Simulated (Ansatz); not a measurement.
The system is Sn.

```
Sn
1.0
     0.00000    3.23334    3.23334
     3.23334    0.00000    3.23334
     3.23334    3.23334    0.00000
Sn
2
Direct
  0.75000 0.75000 0.75000
  0.50000 0.50000 0.50000
```

This isn't the form of Sn at room conditions, which is tetragonal (white tin).

| Property | Result |
| --- | --- |
| Program | Ansatz 0.2.0 |
| Task | relaxation of cell and atoms |
| Functional | PBE |
| Potentials or basis | all-electron LAPW, scalar-relativistic |
| Basis error allowed | 0.001 eV/atom |
| k mesh | 7 × 7 × 7 |
| Occupations | fermi-dirac, width 0.05 eV |
| Spin | no spin polarisation |

At the start: volume 33.80 Å³/atom.

Question: How do energy, volume and symmetry change on relaxing?

Answer: Over 5 steps the energy falls by 33.6 meV/atom and the volume is 36.86 Å³/atom (+9.0 %); space group Fd-3m (No. 227, to 0.05 Å).

Step by step:
```tsv
step	energy change (eV)	largest force (eV/Å)	volume (Å³)
1	0.0000	0.0000	67.61
2	-0.0514	0.0000	77.18
3	-0.0667	0.0000	74.34
4	-0.0672	0.0000	73.71
5	-0.0672	0.0000	73.71
```

Final structure:
```yaml
crystal:
  lattice:
    - [0.00000, 3.32787, 3.32787]
    - [3.32787, 0.00000, 3.32787]
    - [3.32787, 3.32787, 0.00000]
  atoms:
    - { symbol: Sn, position: [0.75000, 0.75000, 0.75000] }
    - { symbol: Sn, position: [0.50000, 0.50000, 0.50000] }
```
